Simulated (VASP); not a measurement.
## AlN: single point with PBE

Crystal: AlN.

```
Al N
1.0
     3.31212    0.00000    0.00000
    -1.65606    2.86838    0.00000
     0.00000    0.00000    4.18756
Al N
2 2
Direct
  0.33333 0.66667 0.75000
  0.66667 0.33333 0.25000
  0.33333 0.66667 0.25000
  0.66667 0.33333 0.75000
```

Measurements of this composition are mostly on another form, of space group No. 186.

- Program: VASP 6.6.1
- Task: single point
- Functional: PBE
- Potentials or basis: VASP PAW PBE potentials, release 64 (Al, N)
- Cutoff: 520 eV
- k mesh: 6 × 6 × 4
- Occupations: gaussian, width 0.1 eV
- Spin: no spin polarisation

The pressure is 0.0 GPa and the band gap on the k mesh is 3.27 eV, direct.

Levels at points of the mesh, in eV from the valence-band top:
| k point | band 5 | band 6 | band 7 | band 8 | band 9 | band 10 | band 11 | band 12 |
| --- | --- | --- | --- | --- | --- | --- | --- | --- |
| (0.00, 0.00, 0.00) | -3.27 | -1.61 | -1.61 | 0.00 | 3.27 | 4.40 | 8.24 | 8.24 |
| (0.50, 0.00, 0.00) | -4.48 | -4.31 | -2.88 | -1.46 | 3.88 | 7.08 | 7.21 | 9.21 |
| (0.00, 0.00, 0.50) | -2.48 | -2.48 | -2.48 | -2.48 | 5.66 | 5.66 | 8.43 | 8.43 |
| (0.50, 0.00, 0.50) | -3.24 | -3.24 | -1.74 | -1.74 | 5.07 | 5.07 | 9.25 | 9.25 |

It took 8.3 s on 1 thread of Intel(R) Xeon(R) Platinum 8488C (Sapphire Rapids), on a shared host, peak memory 0.16 GiB.

A hybrid or GW would open this gap; PBE tends to underestimate it.
